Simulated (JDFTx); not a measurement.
Crystal: CoO.

```
CELL_PARAMETERS angstrom
-1.50800 1.50800 2.10725
1.50800 -1.50800 2.10725
1.50800 1.50800 -2.10725
ATOMIC_POSITIONS crystal
Co 0.00000 0.00000 0.00000
O 0.50000 0.50000 0.00000
```

Base run:

- Program: JDFTx 1.7.0 (patched build)
- Functional: PBE
- Potentials or basis: PseudoDojo-SR-PBE-0.5-standard with smoothed tails
- Cutoff: 1306 eV
- Density cutoff: 10449 eV
- k mesh: 8 × 8 × 8
- Occupations: fermi-dirac, width 0.05 eV
- Spin: collinear spin, ferromagnetic start
- Starting moments: [2.0, 0.0] μB
- Hubbard terms: Co d U = 8 eV

Its results: band gap on the k mesh 1.55 eV, indirect (least direct gap 3.31 eV); pressure 19.4 GPa; net moment 3.00 μB per cell; site moments Co +2.82; O +0.17 μB.

Task: The run is repeated on the same cell with these changes: hubbard terms from Co d U = 8 eV to Co d U = 6 eV. What comes out?

Result: Band gap on the k mesh 1.10 eV, indirect (least direct gap 2.64 eV); pressure 15.9 GPa; net moment 3.00 μB per cell; site moments Co +2.77; O +0.22 μB.

Caveats: a cell with one magnetic atom can't hold antiferromagnetic order, which such compounds often take; the empty levels aren't tightly converged (some runs).

A k mesh can miss the band edges.
